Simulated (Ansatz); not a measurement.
Is this Ge structure stable?

It comes from a database structure that was distorted and then relaxed.

The calculation used DFT PBE, scalar-relativistic, plane waves, PAW (Ansatz). Settings of the last relaxation (2-atom cell): 420 eV, 20×20×20 k points, Gaussian smearing of 0.10 eV, no spin polarisation.

```cif
data_structure
_symmetry_space_group_name_H-M 'Fd-3m:1'
_symmetry_Int_Tables_number 227
_cell_length_a 5.7614
_cell_length_b 5.7614
_cell_length_c 5.7614
_cell_angle_alpha 90.000
_cell_angle_beta 90.000
_cell_angle_gamma 90.000
_cell_volume 191.24
loop_
_atom_site_label
_atom_site_type_symbol
_atom_site_symmetry_multiplicity
_atom_site_Wyckoff_symbol
_atom_site_fract_x
_atom_site_fract_y
_atom_site_fract_z
_atom_site_occupancy
Ge1 Ge 8 b 0.00000 0.00000 0.50000 1
```

Energies count from the standard state of Ge at the same level.

Task: These tests were run: random kick, then relaxation without symmetry; phonons at Γ. What do they show?

Result:

```csv
test,result
"random kick, then relaxation without symmetry",returns
phonons at Γ,lowest optical mode 272 cm⁻¹
```

It fails none of these tests. Competing phases weren't compared here. Phonons away from Γ weren't computed.

The kick test ran on a coarse mesh. The run for the phonons used a 20×20×20 k mesh and Fermi–Dirac smearing of 0.15 eV.
